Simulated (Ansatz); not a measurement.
# Response of CdF$_{2}$ to small distortions

```
Cd F
1.0
     0.00000    2.74072    2.74072
     2.74072    0.00000    2.74072
     2.74072    2.74072    0.00000
Cd F
1 2
Direct
  0.00000 0.00000 0.00000
  0.25000 0.25000 0.25000
  0.75000 0.75000 0.75000
```

Atom numbers follow the list: Cd1, F2, F3.

The cell was built from the fluorite type and relaxed in the same program, and has space group Fm-3m; it needn't be a known or the stable phase.

The calculation used Ansatz 0.2.0, DFT, PBE, all-electron LAPW, scalar-relativistic.

Settings: a Γ-centred 11×11×11 k mesh, Fermi–Dirac smearing of 0.05 eV, basis error target 1 meV/atom, no spin polarisation.

The unchanged cell is at -0.03 GPa.

Semilocal functionals give too small gaps.

x, y and z are the Cartesian axes of the cell as listed; fractional coordinates follow a strain, and an engineering shear is twice the off-diagonal strain component.

Task: One change gave: energy change +1 meV/atom; stress change (xx, yy, zz, yz, xz, xy) 0.78, 0.78, -1.57, 0.00, 0.00, 0.00 GPa, compression positive; gap on the k mesh 2.93 → 2.91 eV. Which change was it?
A. xy engineering shear strain of -2 %
B. z strained by +1.5 % at fixed volume
C. atom 1 (Cd) moved by (0.1155, 0.1155, 0.1155) Å

Result: B. For xy engineering shear strain of -2 %: energy change under 1 meV/atom; stress change (xx, yy, zz, yz, xz, xy) 0.05, 0.05, 0.04, 0.00, 0.00, 0.36 GPa, compression positive; change of the force on F3 (0.000, 0.000, -0.023) eV/Å; gap on the k mesh 2.93 → 2.93 eV. For atom 1 (Cd) moved by (0.1155, 0.1155, 0.1155) Å: energy change +29 meV/atom; stress change (xx, yy, zz, yz, xz, xy) 1.89, 1.89, 1.89, 1.18, 1.18, 1.18 GPa, compression positive; change of the force on Cd1 (-0.554, -0.554, -0.554) eV/Å; gap on the k mesh 2.93 → 2.97 eV.

Task: What force constant does this one finite step give for Cd1 along its displacement (all its periodic images move with it)?

Result: k = −ΔF·u/|u|² = 4.79 eV/Å², so the force pulls the atom back.
